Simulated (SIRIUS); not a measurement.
**Ho in SIRIUS: convergence with k mesh**

Crystal: Ho.

```
Ho
1.0
     0.00000    2.49425    2.49425
     2.49425    0.00000    2.49425
     2.49425    2.49425    0.00000
Ho
1
Direct
  0.00000 0.00000 0.00000
```

This isn't the form of Ho at room conditions, which is hcp.

| Property | Result |
| --- | --- |
| Program | SIRIUS 7.12.0 |
| Task | convergence study |
| Functional | LDA |
| Potentials or basis | all-electron FP-LAPW |
| Cutoff | 168 eV |
| Basis | apw+lo standard |
| k mesh | 1 × 1 × 1 |
| Occupations | fermi-dirac, width 0.05 eV |
| Spin | collinear spin, ferromagnetic start |
| Starting moments | [4.0] μB |

These are the settings of the first run; the series varies k mesh, with any setting tied to it.

Hardware: 1 thread of Intel(R) Xeon(R) Platinum 8488C (Sapphire Rapids) (shared host).

```tsv
k mesh	energy less the tightest run, at zero smearing (meV/atom)	largest site moment (μB)	SCF cycles	CPU time (s)	peak memory (GiB)
1 × 1 × 1	-4775.03	3.04	11	110	0.55
3 × 3 × 3	5.35	3.83	28	160	0.55
4 × 4 × 4	-11.04	3.34	21	120	0.56
5 × 5 × 5	-22.14	3.39	20	120	0.57
7 × 7 × 7	-1.85	3.45	17	140	0.59
9 × 9 × 9	-1.29	3.47	20	150	0.62
11 × 11 × 11	0.00	3.43	20	170	0.67
```

Not settled before the last step: the energy (to 1 meV/atom), the largest site moment (to 0.02 μB). Meshes of other sizes hit other points, so gaps and Fermi surfaces needn't settle smoothly. The tightest run that finished is the yardstick and may itself not be fully converged.

Caveat, for the tightest run too: the magnetic or orbital state may not be the lowest; spin-orbit coupling is left out, which moves the levels of the heavy elements. The state reached can hang on the start; a lower one may exist.
